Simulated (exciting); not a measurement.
# TaN (Fm-3m) in exciting: equation of state, part 2 of 2

exciting (release sodium). Earlier steps stand in the parts before.

## 5. Equation of state, PBEsol, 10.81 Å³/atom

input.xml

```xml
<input>
  <title>TaN</title>
  <structure speciespath="./" tshift="false">
    <crystal scale="1">
      <basevect>0.000000000000 4.178794843086 4.178794843086</basevect>
      <basevect>4.178794843086 0.000000000000 4.178794843086</basevect>
      <basevect>4.178794843086 4.178794843086 0.000000000000</basevect>
    </crystal>
    <species speciesfile="Ta.xml" rmt="2.3">
      <atom coord="0.500000000000 0.500000000000 0.500000000000"/>
    </species>
    <species speciesfile="N.xml" rmt="1.45">
      <atom coord="0.000000000000 0.000000000000 0.000000000000"/>
    </species>
  </structure>
  <groundstate do="fromscratch" ngridk="10 10 10" rgkmax="7.5" gmaxvr="14" lmaxapw="10" lmaxmat="10" lmaxvr="8" xctype="GGA_PBE_SOL" stype="Fermi Dirac" swidth="0.00183747" nempty="14" ValenceRelativity="iora*" epsengy="1e-05" epspot="1e-05" maxscl="60" outputlevel="normal"/>
</input>
```

Started as:

```console
$ OMP_NUM_THREADS=1 exciting_smp
```

Wall time 2.4 min (1 thread of Intel Xeon Platinum 8488C (Sapphire Rapids), shared host); peak memory 0.13 GiB.

Results (log left out):

| Property | Result |
| --- | --- |
| Free energy | -426568.7517 eV |
| Band gap on the k mesh | none (metal or under the smearing width) |
| All electrons inside the program's atomic spheres | Ta 70.26; N 5.48 (radii Ta 2.3, N 1.45 bohr) |

Caveat: the log's total energy holds no entropy term; the free energy is that total less TS from the occupations.

## 6. Equation of state, PBEsol, 11.03 Å³/atom (volume scaled by 1.02)

input.xml: that of step 5 with these lines changed.

```diff
@@ -4,5 +4,5 @@
     <crystal scale="1">
-      <basevect>0.000000000000 4.178794843086 4.178794843086</basevect>
-      <basevect>4.178794843086 0.000000000000 4.178794843086</basevect>
-      <basevect>4.178794843086 4.178794843086 0.000000000000</basevect>
+      <basevect>0.000000000000 4.206469787695 4.206469787695</basevect>
+      <basevect>4.206469787695 0.000000000000 4.206469787695</basevect>
+      <basevect>4.206469787695 4.206469787695 0.000000000000</basevect>
     </crystal>
```

Potentials or basis: all-electron LAPW+lo, shipped species files, valence relativity iora*.

Started as:

```console
$ OMP_NUM_THREADS=1 exciting_smp
```

INFO.OUT:

```text
================================================================================
EXCITING SODIUM started
[... 10 lines left out ...]

 Lattice vectors (cartesian) :
      0.0000000000      4.2064697877      4.2064697877
      4.2064697877      0.0000000000      4.2064697877
      4.2064697877      4.2064697877      0.0000000000

 Reciprocal lattice vectors (cartesian) :
     -0.7468477874      0.7468477874      0.7468477874
      0.7468477874     -0.7468477874      0.7468477874
      0.7468477874      0.7468477874     -0.7468477874

 Unit cell volume                           :     148.8618176967
 Brillouin zone volume                      :       1.6663118675

 Species :    1 (Ta)
     parameters loaded from                 :    Ta.xml
     name                                   :    tantalum
     nuclear charge                         :     -73.00000000
     electronic charge                      :      73.00000000
     atomic mass                            :  329847.84330000
     muffin-tin radius                      :       2.30000000
     # of radial points in muffin-tin       :     450

     atomic positions (lattice) :
       1 :   0.50000000  0.50000000  0.50000000

 Species :    2 (N)
     parameters loaded from                 :    N.xml
     name                                   :    nitrogen
     nuclear charge                         :      -7.00000000
     electronic charge                      :       7.00000000
     atomic mass                            :   25532.72506000
     muffin-tin radius                      :       1.45000000
     # of radial points in muffin-tin       :     250

     atomic positions (lattice) :
       1 :   0.00000000  0.00000000  0.00000000

 Total number of atoms per unit cell        :       2

 Spin treatment                             :    spin-unpolarised

 Number of Bravais lattice symmetries       :      48
 Number of crystal symmetries               :      48

 k-point grid                               :      10   10   10
 Total number of k-points                   :      47
 k-point set is reduced with crystal symmetries

 R^MT_min * |G+k|_max (rgkmax)              :       7.50000000
 Species with R^MT_min                      :       2 (N)
 Maximum |G+k| for APW functions            :       5.17241379
 Maximum |G| for potential and density      :      14.00000000

 G-vector grid sizes                        :      27    27    27
 Total number of G-vectors                  :    6855

 Maximum angular momentum used for
     APW functions                          :      10
     computing H and O matrix elements      :      10
     potential and density                  :       8
     inner part of muffin-tin               :       2

 Total nuclear charge                       :     -80.00000000
 Total electronic charge                    :      80.00000000
 Total core charge                          :      48.00000000
 Total valence charge                       :      32.00000000

 Number of empty states                     :      14
 Total number of valence states             :      31

 Maximum Hamiltonian size                   :     391
 Maximum number of plane-waves              :     360
 Total number of local-orbitals             :      31

 Exchange-correlation type                  :      22
     PBEsol, Phys. Rev. Lett. 100, 136406 (2008)
     Generalised gradient approximation (GGA)

[... 20 lines left out ...]
+ SCF iteration number :    1                                                  +
++++++++++++++++++++++++++++++++++++++++++++++++++++++++++++++++++++++++++++++++
 Total energy                               :    -15656.91847346
 _______________________________________________________________
 Fermi energy                               :         0.57579702
 Kinetic energy                             :     17602.86855004
 Coulomb energy                             :    -32940.26498602
 Exchange energy                            :      -314.28496017
 Correlation energy                         :        -5.23707731
[... 559 lines left out ...]
 Electron charges :
     core                                   :        48.00000000
     core leakage                           :         0.00001670
     valence                                :        32.00000000
     interstitial                           :         4.31668912
     charge in muffin-tin spheres :
                  atom     1    Ta          :        70.22189220
                  atom     2     N          :         5.46141868
     total charge in muffin-tins            :        75.68331088
     total charge                           :        80.00000000

 RMS change in effective potential (target) :  0.758642E-07  ( 0.100000E-04)
 Absolute change in total energy   (target) :  0.915439E-06  ( 0.100000E-04)
 Charge distance                   (target) :  0.995842E-09  ( 0.100000E-04)

++++++++++++++++++++++++++++++++++++++++++++++++++++++++++++++++++++++++++++++++
| Convergency criteria checked for the last 2 iterations                       +
| Convergence targets achieved. Performing final SCF iteration                 +
++++++++++++++++++++++++++++++++++++++++++++++++++++++++++++++++++++++++++++++++
 Total energy                               :    -15676.11092525
 _______________________________________________________________
 Fermi energy                               :         0.59563616
 Kinetic energy                             :     17589.16474815
 Coulomb energy                             :    -32945.63343206
 Exchange energy                            :      -314.39224728
 Correlation energy                         :        -5.24999407

 DOS at Fermi energy (states/Ha/cell)       :        20.51818094

 Electron charges :
     core                                   :        48.00000000
     core leakage                           :         0.00001670
     valence                                :        32.00000000
     interstitial                           :         4.31668911
     charge in muffin-tin spheres :
                  atom     1    Ta          :        70.22189219
                  atom     2     N          :         5.46141870
     total charge in muffin-tins            :        75.68331089
     total charge                           :        80.00000000

++++++++++++++++++++++++++++++++++++++++++++++++++++++++++++++++++++++++++++++++
[... 12 lines left out ...]
| EXCITING SODIUM stopped                                                      =
================================================================================
```

Wall time 2.5 min (1 thread of Intel Xeon Platinum 8488C (Sapphire Rapids), shared host); peak memory 0.13 GiB.

What came out:

| Quantity | Value |
| --- | --- |
| Free energy | -426568.7154 eV |
| Band gap on the k mesh | none (metal or under the smearing width) |
| All electrons inside the program's atomic spheres | Ta 70.22; N 5.46 (radii Ta 2.3, N 1.45 bohr) |

Caveat: the log's total energy holds no entropy term; the free energy is that total less TS from the occupations.

## 7. Equation of state, PBEsol, 11.25 Å³/atom (volume scaled by 1.04)

input.xml: that of step 6 with these lines changed.

```diff
@@ -4,5 +4,5 @@
     <crystal scale="1">
-      <basevect>0.000000000000 4.206469787695 4.206469787695</basevect>
-      <basevect>4.206469787695 0.000000000000 4.206469787695</basevect>
-      <basevect>4.206469787695 4.206469787695 0.000000000000</basevect>
+      <basevect>0.000000000000 4.233785291844 4.233785291844</basevect>
+      <basevect>4.233785291844 0.000000000000 4.233785291844</basevect>
+      <basevect>4.233785291844 4.233785291844 0.000000000000</basevect>
     </crystal>
```

Started as:

```console
$ OMP_NUM_THREADS=1 exciting_smp
```

It took 2.3 min on 1 thread of Intel Xeon Platinum 8488C (Sapphire Rapids), shared host; peak memory 0.13 GiB.

Results (log left out):

| Property | Result |
| --- | --- |
| Free energy | -426568.6643 eV |
| Band gap on the k mesh | none (metal or under the smearing width) |
| All electrons inside the program's atomic spheres | Ta 70.19; N 5.45 (radii Ta 2.3, N 1.45 bohr) |

Caveat: the log's total energy holds no entropy term; the free energy is that total less TS from the occupations.

## 8. Equation of state, PBEsol, 11.46 Å³/atom (volume scaled by 1.06)

input.xml: that of step 7 with these lines changed.

```diff
@@ -4,5 +4,5 @@
     <crystal scale="1">
-      <basevect>0.000000000000 4.233785291844 4.233785291844</basevect>
-      <basevect>4.233785291844 0.000000000000 4.233785291844</basevect>
-      <basevect>4.233785291844 4.233785291844 0.000000000000</basevect>
+      <basevect>0.000000000000 4.260752804250 4.260752804250</basevect>
+      <basevect>4.260752804250 0.000000000000 4.260752804250</basevect>
+      <basevect>4.260752804250 4.260752804250 0.000000000000</basevect>
     </crystal>
```

Started as:

```console
$ OMP_NUM_THREADS=1 exciting_smp
```

Run time: 2.5 min. Hardware: 1 thread of Intel Xeon Platinum 8488C (Sapphire Rapids), shared host; peak memory 0.13 GiB.

The run converged. Its results:

- Free energy: -426568.5999 eV
- Band gap on the k mesh: none (metal or under the smearing width)
- All electrons inside the program's atomic spheres: Ta 70.16; N 5.43 (radii Ta 2.3, N 1.45 bohr)

Caveat: the log's total energy holds no entropy term; the free energy is that total less TS from the occupations.

## 9. Equation of state, PBEsol

Potentials or basis: all-electron LAPW+lo, shipped species files, valence relativity iora*.

This step only gathers the single runs of the series.

Results:

| Quantity | Value |
| --- | --- |
| Equilibrium volume | 10.47 Å³/atom |
| Bulk modulus | 353 GPa |
| Pressure derivative of the bulk modulus | 4.3 |

Energy against volume, from the lowest point:
| volume (Å³/atom) | energy (meV/atom) |
| --- | --- |
| 10.164 | 9.67 |
| 10.381 | 0.00 |
| 10.597 | 0.50 |
| 10.813 | 10.39 |
| 11.030 | 28.54 |
| 11.246 | 54.09 |
| 11.462 | 86.28 |

Spin-orbit coupling is left out, which matters for the levels of Ta.
